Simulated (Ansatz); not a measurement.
# Re: strong compression

How does Re (fcc type) answer strong compression, and how long do frozen cores keep up with all electrons? Methods of the runs shown: LAPW, crystal datasets and norm-conserving. Companion runs by PAW are cited. Its runs: the reference run (LAPW); volume scaled by 1 (crystal datasets and norm-conserving); volume scaled by 0.9 (LAPW); volume scaled by 0.8 (LAPW); volume scaled by 0.7 (LAPW); volume scaled by 0.6 (LAPW and norm-conserving); volume scaled by 0.5 (LAPW and crystal datasets); volume scaled by 0.4 (LAPW, crystal datasets and norm-conserving).

This is Re in the fcc structure; at room conditions it is hcp.

Method: DFT PBE, with the methods named in each step, in Ansatz 0.2.0.

1 further run of the same task is left out (it didn't finish). Runs told in other sessions of the task aren't counted.

### 1 The system as given

The structure is cubic, space group Fm-3m (No. 225). The conventional cell has a = 3.915 Å, b = 3.915 Å, c = 3.915 Å, α = 90.00°, β = 90.00°, γ = 90.00°. Re (site symmetry m-3m) has 12 Re at 2.77 Å in its first shell of neighbours.

As a file:

```cif
data_structure
_symmetry_space_group_name_H-M 'P 1'
_symmetry_Int_Tables_number 1
_cell_length_a 2.7683
_cell_length_b 2.7683
_cell_length_c 2.7683
_cell_angle_alpha 60.000
_cell_angle_beta 60.000
_cell_angle_gamma 60.000
_cell_volume 15.00
loop_
_atom_site_label
_atom_site_type_symbol
_atom_site_fract_x
_atom_site_fract_y
_atom_site_fract_z
_atom_site_occupancy
Re1 Re 0.00000 0.00000 0.00000 1
```

Whether this phase is the stable one at these pressures isn't tested.

### 2 The reference volume, LAPW

input.yaml

```yaml
crystal:
  lattice:
    - [0.0, 1.9574568384, 1.9574568384]
    - [1.9574568384, 0.0, 1.9574568384]
    - [1.9574568384, 1.9574568384, 0.0]
  atoms:
    - { symbol: Re, position: [0.0, 0.0, 0.0] }
kpoints:
  mp_grid: { grid: [17, 17, 17] }
  band_path:
    path:
      - [0.0, 0.0, 0.0]
      - [0.5, 0.0, 0.5]
      - [0.625, 0.25, 0.625]
      - [0.375, 0.375, 0.75]
      - [0.0, 0.0, 0.0]
      - [0.5, 0.5, 0.5]
      - [0.5, 0.25, 0.75]
      - [0.5, 0.0, 0.5]
    npoints: 14
scf:
  occupations: { method: fermi_dirac, width: 0.05 }
hamiltonian:
  xc: pbe
  pseudopotentials: { kind: all_electron, lapw: { basis_error: 0.001 } }
output:
  forces: true
  stress: true
  eigenvalues: true
  populations: true
  dos: { projected: true, de: 0.2, e_range: [-14, 8] }
```

Command:

```
$ ansatz run input.yaml --threads 1 --pin off --max-ram 2048MiB --backend cpu --events-out ev --progress --plain --runs-dir out
```

### 3 Volume scaled by 1, crystal datasets

input.yaml

```yaml
crystal:
  lattice:
    - [0.0, 1.9574568384, 1.9574568384]
    - [1.9574568384, 0.0, 1.9574568384]
    - [1.9574568384, 1.9574568384, 0.0]
  atoms:
    - { symbol: Re, position: [0.0, 0.0, 0.0] }
kpoints:
  mp_grid: { grid: [17, 17, 17] }
scf:
  occupations: { method: fermi_dirac, width: 0.05 }
hamiltonian:
  xc: pbe
  pseudopotentials: { kind: all_electron, datasets: crystal }
output:
  forces: true
  stress: true
  eigenvalues: true
```

### 4 Volume scaled by 1, norm-conserving

Changes to input.yaml since step 3:

```diff
@@ -13,3 +13,3 @@
   xc: pbe
-  pseudopotentials: { kind: all_electron, datasets: crystal }
+  pseudopotentials: { kind: nc }
 output:
```

### 5 Volume scaled by 0.9, LAPW

input.yaml

```yaml
crystal:
  lattice:
    - [0.0, 1.8899037982, 1.8899037982]
    - [1.8899037982, 0.0, 1.8899037982]
    - [1.8899037982, 1.8899037982, 0.0]
  atoms:
    - { symbol: Re, position: [0.0, 0.0, 0.0] }
kpoints:
  mp_grid: { grid: [17, 17, 17] }
scf:
  occupations: { method: fermi_dirac, width: 0.05 }
hamiltonian:
  xc: pbe
  pseudopotentials: { kind: all_electron, lapw: { basis_error: 0.001 } }
output:
  forces: true
  stress: true
  eigenvalues: true
  populations: true
```

### 6 Volume scaled by 0.8, LAPW

Changes to input.yaml since step 5:

```diff
@@ -2,5 +2,5 @@
   lattice:
-    - [0.0, 1.8899037982, 1.8899037982]
-    - [1.8899037982, 0.0, 1.8899037982]
-    - [1.8899037982, 1.8899037982, 0.0]
+    - [0.0, 1.8171419606, 1.8171419606]
+    - [1.8171419606, 0.0, 1.8171419606]
+    - [1.8171419606, 1.8171419606, 0.0]
   atoms:
```

### 7 Volume scaled by 0.7, LAPW

Changes to input.yaml since step 6:

```diff
@@ -2,5 +2,5 @@
   lattice:
-    - [0.0, 1.8171419606, 1.8171419606]
-    - [1.8171419606, 0.0, 1.8171419606]
-    - [1.8171419606, 1.8171419606, 0.0]
+    - [0.0, 1.73803376, 1.73803376]
+    - [1.73803376, 0.0, 1.73803376]
+    - [1.73803376, 1.73803376, 0.0]
   atoms:
```

### 8 Volume scaled by 0.6, LAPW

Changes to input.yaml since step 7:

```diff
@@ -2,5 +2,5 @@
   lattice:
-    - [0.0, 1.73803376, 1.73803376]
-    - [1.73803376, 0.0, 1.73803376]
-    - [1.73803376, 1.73803376, 0.0]
+    - [0.0, 1.6509830384, 1.6509830384]
+    - [1.6509830384, 0.0, 1.6509830384]
+    - [1.6509830384, 1.6509830384, 0.0]
   atoms:
```

### 9 Volume scaled by 0.6, norm-conserving

Changes to input.yaml since step 8:

```diff
@@ -13,3 +13,3 @@
   xc: pbe
-  pseudopotentials: { kind: all_electron, lapw: { basis_error: 0.001 } }
+  pseudopotentials: { kind: nc }
 output:
@@ -18,2 +18 @@
   eigenvalues: true
-  populations: true
```

### 10 Volume scaled by 0.5, LAPW

input.yaml

```yaml
crystal:
  lattice:
    - [0.0, 1.5536345222, 1.5536345222]
    - [1.5536345222, 0.0, 1.5536345222]
    - [1.5536345222, 1.5536345222, 0.0]
  atoms:
    - { symbol: Re, position: [0.0, 0.0, 0.0] }
kpoints:
  mp_grid: { grid: [17, 17, 17] }
scf:
  occupations: { method: fermi_dirac, width: 0.05 }
hamiltonian:
  xc: pbe
  pseudopotentials: { kind: all_electron, lapw: { basis_error: 0.001 } }
output:
  forces: true
  stress: true
  eigenvalues: true
  populations: true
```

### 11 Volume scaled by 0.5, crystal datasets

Changes to input.yaml since step 10:

```diff
@@ -13,3 +13,3 @@
   xc: pbe
-  pseudopotentials: { kind: all_electron, lapw: { basis_error: 0.001 } }
+  pseudopotentials: { kind: all_electron, datasets: crystal }
 output:
@@ -18,2 +18 @@
   eigenvalues: true
-  populations: true
```

### 12 Volume scaled by 0.4, LAPW

input.yaml

```yaml
crystal:
  lattice:
    - [0.0, 1.4422665299, 1.4422665299]
    - [1.4422665299, 0.0, 1.4422665299]
    - [1.4422665299, 1.4422665299, 0.0]
  atoms:
    - { symbol: Re, position: [0.0, 0.0, 0.0] }
kpoints:
  mp_grid: { grid: [17, 17, 17] }
  band_path:
    path:
      - [0.0, 0.0, 0.0]
      - [0.5, 0.0, 0.5]
      - [0.625, 0.25, 0.625]
      - [0.375, 0.375, 0.75]
      - [0.0, 0.0, 0.0]
      - [0.5, 0.5, 0.5]
      - [0.5, 0.25, 0.75]
      - [0.5, 0.0, 0.5]
    npoints: 8
scf:
  occupations: { method: fermi_dirac, width: 0.05 }
hamiltonian:
  xc: pbe
  pseudopotentials: { kind: all_electron, lapw: { basis_error: 0.001 } }
output:
  forces: true
  stress: true
  eigenvalues: true
  populations: true
  dos: { projected: true, de: 0.2, e_range: [-14, 8] }
```

### 13 Volume scaled by 0.4, crystal datasets

input.yaml

```yaml
crystal:
  lattice:
    - [0.0, 1.4422665299, 1.4422665299]
    - [1.4422665299, 0.0, 1.4422665299]
    - [1.4422665299, 1.4422665299, 0.0]
  atoms:
    - { symbol: Re, position: [0.0, 0.0, 0.0] }
kpoints:
  mp_grid: { grid: [17, 17, 17] }
scf:
  occupations: { method: fermi_dirac, width: 0.05 }
hamiltonian:
  xc: pbe
  pseudopotentials: { kind: all_electron, datasets: crystal }
output:
  forces: true
  stress: true
  eigenvalues: true
```

### 14 Volume scaled by 0.4, norm-conserving

Changes to input.yaml since step 13:

```diff
@@ -13,3 +13,3 @@
   xc: pbe
-  pseudopotentials: { kind: all_electron, datasets: crystal }
+  pseudopotentials: { kind: nc }
 output:
```

(Steps that only read results are left out.)

Before running it: what results should come out? Wanted: LAPW pressure at 0.4 of the volume; PAW pressure at 0.4 of the volume; PAW; crystal datasets pressure at 0.4 of the volume; norm-conserving pressure at 0.4 of the volume; fitted bulk modulus at zero pressure.

As calculated:

| quantity | value |
| --- | --- |
| LAPW pressure at 0.4 of the volume | 2173.2 GPa |
| PAW pressure at 0.4 of the volume | 2199.5 GPa |
| PAW (core large) pressure at 0.4 of the volume | 2199.5 GPa |
| crystal datasets pressure at 0.4 of the volume | 2173.2 GPa |
| norm-conserving pressure at 0.4 of the volume | 2194.5 GPa |
| fitted bulk modulus at zero pressure (LAPW) | 377 GPa |
| its pressure derivative | 3.99 |

By LAPW the pressure climbs to 2173 GPa at 0.4 of the first volume. One third-order Birch-Murnaghan curve follows these points (B₀ = 377 GPa, B′ = 3.99, misfit at most 3.61 GPa). A fit over so wide a range leans to the high pressures, so B₀ can be off by several per cent. Where LAPW's pressure is over 3 GPa, PAW's departs from it by at most 1.3 %, at 0.4 of the volume, where the frozen cores and overlapping spheres are strained most. The ions are at rest, and the electrons smeared by 0.05 eV. Spin-orbit coupling is left out, though the cell holds Re; in elements this heavy it can shift bands and gaps by tenths of an eV.
